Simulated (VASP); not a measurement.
# ZnSn2N2 (P-4m2) in VASP: reference runs

Aim: a first look at ZnSn2N2 with PBE, on the cell as given and on a disturbed one.

Program: VASP 6.6.1. These are calculated values, not measurements. Logs are shortened: lines on timing, memory, paths and dates and some standing lists are left out, and cuts for length are marked.

## 1. The crystal as given

Symmetry: P-4m2, No. 115, tetragonal system. Conventional cell: a = 3.352 Å, b = 3.352 Å, c = 8.064 Å, α = 90.00°, β = 90.00°, γ = 90.00°. Around Sn (site symmetry 2mm) lie 2 N at 2.12 Å. Zn (site symmetry -4m2) has 4 N at 2.05 Å as nearest neighbours. N (site symmetry 2mm) is surrounded by 2 Zn at 2.05 Å and 2 Sn at 2.12 Å.

The cell comes from a database or a generator and needn't be the stable form of this composition.

## 2. Single point, PBE

File INCAR:

```
SYSTEM = ZnSn2N2
  PREC = Accurate
  ENCUT = 520
  EDIFF = 1E-7
  ISMEAR = -1
  SIGMA = 0.05
  LREAL = .False.
  LASPH = .True.
  NELM = 100
  ALGO = Normal
  ISIF = 2
  LWAVE = .False.
  LCHARG = .False.
  GGA = PE
  NBANDS = 33
```

File KPOINTS:

```
regular mesh
0
Gamma
  8 8 4
  0 0 0
```

File POSCAR:

```
ZnSn2N2
1.0
    3.3523260000      0.0000000000      0.0000000000
    0.0000000000      3.3523260000      0.0000000000
    0.0000000000      0.0000000000      8.0642090000
Sn Zn N
2 1 2
Direct
    0.5000000000      0.5000000000      0.3058270000
    0.5000000000      0.5000000000      0.6941730000
    0.0000000000      0.0000000000      0.0000000000
    0.0000000000      0.5000000000      0.8541900000
    0.5000000000      0.0000000000      0.1458100000
```

Potentials or basis: VASP PAW PBE potentials, release 64 (Sn_d, Zn, N).

Started as:

```sh
$ cat potpaw_PBE.64/Sn_d/POTCAR potpaw_PBE.64/Zn/POTCAR potpaw_PBE.64/N/POTCAR > POTCAR
$ mpirun -np 1 vasp_std > vasp.out
```

OUTCAR:

```text
SYSTEM = ZnSn2N2
   PREC = Accurate
   ENCUT = 520
   EDIFF = 1E-7
   ISMEAR = -1
   LREAL = .False.
   LASPH = .True.
   NELM = 100
   ISIF = 2
   GGA = PE

 ion  position               nearest neighbor table
   1  0.500  0.500  0.306-   5 2.12   5 2.12   2 3.13
   2  0.500  0.500  0.694-   4 2.12   4 2.12   1 3.13
   3  0.000  0.000  0.000-   4 2.05   5 2.05   4 2.05   5 2.05
   4  0.000  0.500  0.854-   3 2.05   3 2.05   2 2.12   2 2.12
   5  0.500  0.000  0.146-   3 2.05   3 2.05   1 2.12   1 2.12

  LATTYP: Found a simple tetragonal cell.
 ALAT       =     3.3523260000
 C/A-ratio  =     2.4055563212

  Lattice vectors:

 A1 = (   3.3523260000,   0.0000000000,   0.0000000000)
 A2 = (   0.0000000000,   3.3523260000,   0.0000000000)
 A3 = (   0.0000000000,   0.0000000000,   8.0642090000)

Analysis of symmetry for initial positions (statically):
=====================================================================
 Subroutine PRICEL returns:
 Original cell was already a primitive cell.

 Routine SETGRP: Setting up the symmetry group for a
 simple tetragonal supercell.

 Subroutine GETGRP returns: Found  8 space group operations
 (whereof  8 operations were pure point group operations)
 out of a pool of 16 trial point group operations.

The static configuration has the point symmetry D_2d.

Analysis of symmetry for dynamics (positions and initial velocities):
=====================================================================
 Subroutine PRICEL returns:
 Original cell was already a primitive cell.

 Routine SETGRP: Setting up the symmetry group for a
 simple tetragonal supercell.

 Subroutine GETGRP returns: Found  8 space group operations
 (whereof  8 operations were pure point group operations)
 out of a pool of 16 trial point group operations.

The dynamic configuration has the point symmetry D_2d.

 Subroutine INISYM returns: Found  8 space group operations
 (whereof  8 operations are pure point group operations),
 and found     1 'primitive' translations

----------------------------------------------------------------------------------------

                                     Primitive cell

  volume of cell :      90.6263

  direct lattice vectors                    reciprocal lattice vectors
     3.352326000  0.000000000  0.000000000     0.298300344  0.000000000  0.000000000
     0.000000000  3.352326000  0.000000000     0.000000000  0.298300344  0.000000000
     0.000000000  0.000000000  8.064209000     0.000000000  0.000000000  0.124004723

  length of vectors
     3.352326000  3.352326000  8.064209000     0.298300344  0.298300344  0.124004723

  position of ions in fractional coordinates (direct lattice)
     0.500000000  0.500000000  0.305827000
     0.500000000  0.500000000  0.694173000
     0.000000000  0.000000000  0.000000000
     0.000000000  0.500000000  0.854190000
     0.500000000  0.000000000  0.145810000

  ion indices of the primitive-cell ions
   primitive index   ion index
                 1           1
                 2           2
                 3           3
                 4           4
                 5           5

----------------------------------------------------------------------------------------

 KPOINTS: regular mesh

Automatic generation of k-mesh.
 Grid dimensions read from file:
 generate k-points for:    8    8    4

 Generating k-lattice:

  Cartesian coordinates                     Fractional coordinates (reciprocal lattice)
     0.037287543  0.000000000  0.000000000     0.125000000  0.000000000  0.000000000
     0.000000000  0.037287543  0.000000000     0.000000000  0.125000000  0.000000000
     0.000000000  0.000000000  0.031001181     0.000000000  0.000000000  0.250000000

  Length of vectors
     0.037287543  0.037287543  0.031001181

  Shift w.r.t. Gamma in fractional coordinates (k-lattice)
     0.000000000  0.000000000  0.000000000

 Subroutine IBZKPT returns following result:
 ===========================================

 Found     45 irreducible k-points:

 Following reciprocal coordinates:
            Coordinates               Weight
  0.000000  0.000000  0.000000      1.000000
  0.125000  0.000000  0.000000      4.000000
  0.250000  0.000000  0.000000      4.000000
  0.375000  0.000000  0.000000      4.000000
  0.500000  0.000000  0.000000      2.000000
  0.125000  0.125000  0.000000      4.000000
[... 16 lines left out ...]
  0.375000  0.125000  0.250000     16.000000
  0.500000  0.125000  0.250000      8.000000
 [... further k-points ...]
   k-points           NKPTS =     45   k-points in BZ     NKDIM =     45   number of bands    NBANDS=     33
   number of dos      NEDOS =    301   number of ions     NIONS =      5
   total plane-waves  NPLWV =  47040
   dimension x,y,z NGX =    28 NGY =   28 NGZ =   60
   dimension x,y,z NGXF=    56 NGYF=   56 NGZF=  120
   ions per type =               2   1   2
   NGX,Y,Z   is equivalent  to a cutoff of  13.89, 13.89, 12.37 a.u.
   NGXF,Y,Z  is equivalent  to a cutoff of  27.77, 27.77, 24.74 a.u.
 SYSTEM =  ZnSn2N2
   PREC   = accura    normal or accurate (medium, high low for compatibility)
   ISTART =      0    job   : 0-new  1-cont  2-samecut
   ICHARG =      2    charge: 1-file 2-atom 10-const
   ISPIN  =      1    spin polarized calculation?
   LNONCOLLINEAR =      F non collinear calculations
   LSORBIT =      F    spin-orbit coupling
   LASPH  =      T    aspherical Exc in radial PAW
   ENCUT  =  520.0 eV  38.22 Ry    6.18 a.u.   6.23  6.23 14.99*2*pi/ulx,y,z
   NELM   =    100;   NELMIN=  2; NELMDL= -5     # of ELM steps
   EDIFF  = 0.1E-06   stopping-criterion for ELM
   LREAL  =      F    real-space projection
   EDIFFG = 0.1E-05   stopping-criterion for IOM
   NSW    =      0    number of steps for IOM
   IBRION =     -1    ionic relax: 0-MD 1-quasi-New 2-CG
   NFREE  =      0    steps in history (QN), initial steepest desc. (CG)
   ISIF   =      2    stress and relaxation
   ISYM   =      2    0-nonsym 1-usesym 2-fastsym
   POTIM  = 0.5000    time-step for ionic-motion
   TEBEG  =    0.0;   TEEND  =   0.0 temperature during run
   PSTRESS=    0.0 pullay stress
   NELECT =      50.0000    total number of electrons
   NUPDOWN=      -1.0000    fix difference up-down
   EMIN   =  10.00;   EMAX   =-10.00  energy-range for DOS
   EFERMI =   0.00;   METHOD = LEGACY
   ISMEAR =    -1;   SIGMA  =   0.05  broadening in eV -4-tet -1-fermi 0-gaus
   EFERMI_NEDOS =   21; number of points for ismear=-14 and -15
   IALGO  =     38    algorithm
   IMIX   =      4    mixing-type and parameters
     AMIX     =   0.40;   BMIX     =  1.00
     AMIX_MAG =   1.60;   BMIX_MAG =  1.00
  volume/ion in A,a.u.               =      18.13       122.32
  Fermi-wavevector in a.u.,A,eV,Ry     =   1.342703  2.537341 24.529295  1.802852
  Thomas-Fermi vector in A             =   2.470836
   LORBIT       =      0    0 simple, 1 ext, 2 COOP (PROOUT), +10 PAW based schemes
   GGA     = PE    functional components
   LHFCALC =     F    Hartree Fock is set to
   AEXX    =    0.0000 exact exchange contribution
   IVDW    =     0    specifies the selected vdW correction
   LEPSILON=     F    determine dielectric tensor
   LRPA    =     F    only Hartree local field effects (RPA)
 non-spin polarized calculation
  energy-cutoff  :      520.00
  volume of cell :       90.63
 maximum number of plane-waves:      2457
 NGX is ok and might be reduce to    28
   NGX = 13   NGY = 13   NGZ = 29

 number of electron      50.0000012 magnetization

 Free energy of the ion-electron system (eV)
  ---------------------------------------------------
  ext. energy  EPLUGINS =         0.00000000
  ---------------------------------------------------
  free energy    TOTEN  =       -24.17704101 eV

  energy without entropy =      -24.16304727  energy(sigma->0) =      -24.17004414

 E-fermi :   5.3473     XC(G=0): -10.2221

 val. band max:        5.3401226659   @ k =   0.2500   0.2500   0.2500
 cond. band min:       5.4201744860   @ k =   0.3750   0.3750   0.2500
 fundamental gap:      0.0800518201
 Fermi energy:         5.3472938627

 k-point     1 :       0.0000    0.0000    0.0000
  band No.  band energies     occupation
      1     -16.0364      2.00000
      2     -16.0346      2.00000
      3     -15.8975      2.00000
      4     -15.8331      2.00000
      5     -15.8331      2.00000
      6     -15.7824      2.00000
[... 25 lines left out ...]
     32      12.9969      0.00000
     33      13.1435      0.00000

 k-point     2 :       0.1250    0.0000    0.0000
  band No.  band energies     occupation
      1     -16.0197      2.00000
      2     -16.0188      2.00000
      3     -15.8926      2.00000
      4     -15.8482      2.00000
      5     -15.8323      2.00000
      6     -15.7922      2.00000
[... 25 lines left out ...]
     32      13.0913      0.00000
     33      13.7127      0.00000

 k-point     3 :       0.2500    0.0000    0.0000
  band No.  band energies     occupation
      1     -15.9931      2.00000
      2     -15.9824      2.00000
      3     -15.9083      2.00000
      4     -15.8484      2.00000
      5     -15.8303      2.00000
      6     -15.8123      2.00000
[... 25 lines left out ...]
     32      13.3853      0.00000
     33      14.2112      0.00000

 k-point     4 :       0.3750    0.0000    0.0000
  band No.  band energies     occupation
      1     -15.9942      2.00000
      2     -15.9527      2.00000
      3     -15.9296      2.00000
      4     -15.8342      2.00000
      5     -15.8283      2.00000
      6     -15.8155      2.00000
[... 25 lines left out ...]
     32      13.8642      0.00000
     33      13.8768      0.00000

 k-point     5 :       0.5000    0.0000    0.0000
  band No.  band energies     occupation
      1     -16.0053      2.00000
      2     -15.9454      2.00000
      3     -15.9273      2.00000
      4     -15.8411      2.00000
      5     -15.8275      2.00000
      6     -15.8022      2.00000
[... 604 lines left out ...]
 k-point    22 :       0.2500    0.1250    0.2500
  band No.  band energies     occupation
      1     -15.9791      2.00000
      2     -15.9654      2.00000
      3     -15.9013      2.00000
      4     -15.8488      2.00000
      5     -15.8366      2.00000
      6     -15.8110      2.00000
[... 25 lines left out ...]
     32      12.7145      0.00000
     33      13.9291      0.00000

 k-point    23 :       0.3750    0.1250    0.2500
  band No.  band energies     occupation
      1     -15.9896      2.00000
      2     -15.9360      2.00000
      3     -15.9144      2.00000
      4     -15.8360      2.00000
      5     -15.8333      2.00000
      6     -15.8091      2.00000
[... 25 lines left out ...]
     32      12.5662      0.00000
     33      13.6550      0.00000

 k-point    24 :       0.5000    0.1250    0.2500
  band No.  band energies     occupation
      1     -16.0031      2.00000
      2     -15.9278      2.00000
      3     -15.9119      2.00000
      4     -15.8403      2.00000
      5     -15.8326      2.00000
      6     -15.8079      2.00000
[... 25 lines left out ...]
     32      12.9608      0.00000
     33      13.1545      0.00000

 [... further k-points ...]
[... 5 lines left out ...]
  --------------------------------------------------------------------------------------
  -------------------------------------------------------------------------------------
  Total       -0.0620865     -0.0620865     -0.3345233      0.0000000      0.0000000     -0.0000000
  in kB       -1.0976243     -1.0976243     -5.9140190      0.0000000      0.0000000     -0.0000000
  external PRESSURE =      -2.7030892 kB  Pullay stress =       0.0000000 kB

 VOLUME and BASIS-vectors are now :
 -----------------------------------------------------------------------------
  energy-cutoff  :      520.00
  volume of cell :       90.63
      direct lattice vectors                 reciprocal lattice vectors
     3.352326000  0.000000000  0.000000000     0.298300344  0.000000000  0.000000000
     0.000000000  3.352326000  0.000000000     0.000000000  0.298300344  0.000000000
     0.000000000  0.000000000  8.064209000     0.000000000  0.000000000  0.124004723

 POSITION                                       TOTAL-FORCE (eV/Angst)
 -----------------------------------------------------------------------------------
      1.67616      1.67616      2.46625        -0.000000      0.000000      0.069447
      1.67616      1.67616      5.59796        -0.000000     -0.000000     -0.069447
      0.00000      0.00000      0.00000         0.000000     -0.000000     -0.000000
      0.00000      1.67616      6.88837        -0.000000     -0.000000      0.028131
      1.67616      0.00000      1.17584        -0.000000     -0.000000     -0.028131
 -----------------------------------------------------------------------------------
    total drift:                                0.000000      0.000000      0.000000

  FREE ENERGIE OF THE ION-ELECTRON SYSTEM (eV)
  ---------------------------------------------------
  free  energy   TOTEN  =       -24.1770410057 eV

  energy  without entropy=      -24.1630472703  energy(sigma->0) =      -24.17004414
```

It took 2.6 min on 1 thread of Intel Xeon Platinum 8259CL at 2.50GHz (Skylake/Cascade Lake), shared host; peak memory 0.28 GiB.

What came out:

```yaml
Free_energy: -24.1770 eV
Pressure: -0.3 GPa
Largest_force: 0.069 eV/Å
Band_gap_on_the_k_mesh: none (metal or under the smearing width)
```

Forces on the atoms (eV/Å):
```
Sn   0.000  0.000  0.069
Sn   0.000  0.000 -0.069
Zn   0.000  0.000  0.000
N    0.000  0.000  0.028
N    0.000  0.000 -0.028
```

[end of part 1 of 2]
